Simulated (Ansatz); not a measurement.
# Molecular dynamics of Li

input.yaml

```yaml
accuracy: low
crystal:
  lattice:
    - [7.205315, 0.0, 0.0]
    - [0.0, 7.205315, 0.0]
    - [0.0, 0.0, 7.205315]
  atoms:
    - { symbol: Li, position: [-0.01160666, -0.0548763, -0.02657048] }
    - { symbol: Li, position: [0.48632094, 0.08685309, 0.03299744] }
    - { symbol: Li, position: [0.04786263, 0.48169057, 0.00268129] }
    - { symbol: Li, position: [-0.02601086, 0.06834297, 0.49671847] }
    - { symbol: Li, position: [0.19608353, 0.20978989, 0.28710448] }
    - { symbol: Li, position: [0.52797487, 0.48341616, 0.08610146] }
    - { symbol: Li, position: [0.52909247, 0.0082415, 0.42864807] }
    - { symbol: Li, position: [0.74948667, 0.22949957, 0.25100213] }
    - { symbol: Li, position: [0.00860478, 0.51624058, 0.48979764] }
    - { symbol: Li, position: [0.29988807, 0.68163549, 0.18248812] }
    - { symbol: Li, position: [0.27893371, 0.20258175, 0.79764041] }
    - { symbol: Li, position: [0.47913162, 0.51935813, 0.51587359] }
    - { symbol: Li, position: [0.68431552, 0.75056328, 0.22538068] }
    - { symbol: Li, position: [0.763544, 0.26447233, 0.74497358] }
    - { symbol: Li, position: [0.25489818, 0.75084087, 0.69613666] }
    - { symbol: Li, position: [0.71493462, 0.72575903, 0.76846626] }
basis:
  ecutwfc: 420.0
kpoints:
  mp_grid: { grid: [2, 2, 2] }
hamiltonian:
  xc: pbe
scf:
  occupations: { method: fermi_dirac, width: 0.11 }
  lower_state_search: "off"
md:
  timestep: 1
  n_steps: 80
  ensemble: nvt_langevin
  temperature: 780.0
  initial_velocities: maxwell_boltzmann
  seed: 51355
  friction: 0.02
```

Run as:

```bash
$ ansatz run input.yaml --threads 1 --pin off --max-ram 3072MiB --backend cpu --events-out ev --progress --plain --runs-dir out
```

It goes on from the last frame of an earlier run, with new velocities.

Output, in part (one step line in 3):

```
md step     0: t =     0.00 fs  T =   731.2 K  F+E_penalty+E_count = -3272.62899742 eV  E_kin = 1.512342 eV  (7 SCF iters)
md step     3: t =     3.00 fs  T =   842.2 K  F+E_penalty+E_count = -3272.69165853 eV  E_kin = 1.741811 eV  (6 SCF iters)
md step     6: t =     6.00 fs  T =   935.2 K  F+E_penalty+E_count = -3272.79039529 eV  E_kin = 1.934137 eV  (5 SCF iters)
md step     9: t =     9.00 fs  T =   958.4 K  F+E_penalty+E_count = -3272.89093527 eV  E_kin = 1.982129 eV  (5 SCF iters)
md step    12: t =    12.00 fs  T =  1049.3 K  F+E_penalty+E_count = -3272.98075827 eV  E_kin = 2.170020 eV  (5 SCF iters)
md step    15: t =    15.00 fs  T =   877.3 K  F+E_penalty+E_count = -3273.01738094 eV  E_kin = 1.814498 eV  (5 SCF iters)
md step    18: t =    18.00 fs  T =   965.7 K  F+E_penalty+E_count = -3273.04753002 eV  E_kin = 1.997164 eV  (5 SCF iters)
md step    21: t =    21.00 fs  T =   958.1 K  F+E_penalty+E_count = -3273.08442358 eV  E_kin = 1.981595 eV  (5 SCF iters)
md step    24: t =    24.00 fs  T =   910.2 K  F+E_penalty+E_count = -3273.14879817 eV  E_kin = 1.882341 eV  (5 SCF iters)
md step    27: t =    27.00 fs  T =   874.6 K  F+E_penalty+E_count = -3273.25222283 eV  E_kin = 1.808729 eV  (5 SCF iters)
md step    30: t =    30.00 fs  T =   794.7 K  F+E_penalty+E_count = -3273.32344930 eV  E_kin = 1.643520 eV  (6 SCF iters)
md step    33: t =    33.00 fs  T =   778.6 K  F+E_penalty+E_count = -3273.36281340 eV  E_kin = 1.610269 eV  (5 SCF iters)
md step    36: t =    36.00 fs  T =   740.5 K  F+E_penalty+E_count = -3273.37889091 eV  E_kin = 1.531522 eV  (5 SCF iters)
md step    39: t =    39.00 fs  T =   811.3 K  F+E_penalty+E_count = -3273.38307853 eV  E_kin = 1.677869 eV  (5 SCF iters)
md step    42: t =    42.00 fs  T =   795.9 K  F+E_penalty+E_count = -3273.38715151 eV  E_kin = 1.646125 eV  (5 SCF iters)
md step    45: t =    45.00 fs  T =   749.3 K  F+E_penalty+E_count = -3273.36134048 eV  E_kin = 1.549592 eV  (5 SCF iters)
md step    48: t =    48.00 fs  T =   807.4 K  F+E_penalty+E_count = -3273.30370513 eV  E_kin = 1.669808 eV  (5 SCF iters)
md step    51: t =    51.00 fs  T =   888.3 K  F+E_penalty+E_count = -3273.21985302 eV  E_kin = 1.837159 eV  (5 SCF iters)
md step    54: t =    54.00 fs  T =   952.6 K  F+E_penalty+E_count = -3273.13627413 eV  E_kin = 1.970184 eV  (4 SCF iters)
md step    57: t =    57.00 fs  T =   856.0 K  F+E_penalty+E_count = -3273.04815053 eV  E_kin = 1.770357 eV  (5 SCF iters)
md step    60: t =    60.00 fs  T =   812.5 K  F+E_penalty+E_count = -3273.00154391 eV  E_kin = 1.680282 eV  (6 SCF iters)
md step    63: t =    63.00 fs  T =   776.7 K  F+E_penalty+E_count = -3272.99050475 eV  E_kin = 1.606251 eV  (5 SCF iters)
md step    66: t =    66.00 fs  T =   837.6 K  F+E_penalty+E_count = -3273.05454001 eV  E_kin = 1.732194 eV  (5 SCF iters)
md step    69: t =    69.00 fs  T =   742.8 K  F+E_penalty+E_count = -3273.15511862 eV  E_kin = 1.536281 eV  (5 SCF iters)
md step    72: t =    72.00 fs  T =   858.1 K  F+E_penalty+E_count = -3273.22992972 eV  E_kin = 1.774770 eV  (4 SCF iters)
md step    75: t =    75.00 fs  T =   910.1 K  F+E_penalty+E_count = -3273.27147818 eV  E_kin = 1.882232 eV  (5 SCF iters)
md step    78: t =    78.00 fs  T =   972.3 K  F+E_penalty+E_count = -3273.26876791 eV  E_kin = 2.010810 eV  (5 SCF iters)
md step    80: t =    80.00 fs  T =   862.9 K  F+E_penalty+E_count = -3273.24468176 eV  E_kin = 1.784557 eV  (6 SCF iters)
```

All steps were run. A run of 0.08 ps of so small a system gives no equilibrium averages. Limits of this set-up: coarse k mesh, low accuracy level.

Mean squared displacements from the first frame to the last, about the centre of mass: Li 0.65 Å².

Last frame:

```xyz
16
Lattice="7.2053 0.0000 0.0000 0.0000 7.2053 0.0000 0.0000 0.0000 7.2053" Properties=species:S:1:pos:R:3
Li -0.015 -0.098 -0.017
Li 3.987 -0.160 -0.221
Li -0.002 3.320 -0.023
Li -0.447 -0.358 3.949
Li 2.233 1.279 2.278
Li 3.013 3.820 0.131
Li 3.863 -0.446 4.342
Li 5.593 1.902 1.861
Li -0.015 3.936 3.639
Li 1.896 5.679 2.021
Li 1.416 2.349 5.113
Li 3.249 3.571 3.003
Li 5.242 5.054 2.011
Li 4.983 1.956 4.885
Li 1.895 5.107 5.151
Li 5.407 4.724 5.566
```

Run time: 12 min on 1 thread of AMD EPYC 7571, on a shared host, peak memory 0.63 GiB.
